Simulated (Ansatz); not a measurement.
Runs of Ansatz 0.2.0 on SnTe. Symmetry: Pm-3m, No. 221, cubic system. Conventional cell: a = 3.905 Å, b = 3.905 Å, c = 3.905 Å, α = 90.00°, β = 90.00°, γ = 90.00°. Te (site symmetry m-3m) has 8 Sn at 3.38 Å as nearest neighbours. Around Sn (site symmetry m-3m) lie 8 Te at 3.38 Å. Measurements of this composition are mostly on another form, of space group No. 225.

```csv
task,level,cell,cutoff (eV),smearing,points for each segment of the path,gap on the mesh (eV),pressure (GPa),relaxed volume (Å³/atom)
band structure,BLYP,as given,420,fermi-dirac 0.05 eV,14,none,3.9,-
single point,PBE,as given,420,gaussian 0.012 eV,-,none,(b),-
band structure,r2SCAN,as given,500,fermi-dirac 0.05 eV,14,none,(a),-
relaxation of cell and atoms,BLYP,relaxed,420,fermi-dirac 0.05 eV,-,none,0.0,33.23
relaxation of cell and atoms,revPBE,relaxed,420,fermi-dirac 0.05 eV,-,none,0.0,29.72
```

Alike in all rows: potentials or basis Ansatz PAW; no spin polarisation; k mesh 7 × 7 × 7.

Task: Fill in the values left out.

Result: (a) -1.2; (b) -1.1.

Caveats: the PAW data sets come from PBE, with cores solved anew for the run's functional, which leaves a small shift of forces and pressure (some runs); spin-orbit coupling is left out, which moves the levels of the heavy elements (some runs); the plane-wave basis is chosen anew once the cell has moved, so the energies of steps on either side of that aren't comparable (some runs).

A k mesh can miss the band edges, and the runs leave out spin-orbit coupling on Sn, Te.

A gap of «none» marks a metal or a gap under the smearing width.
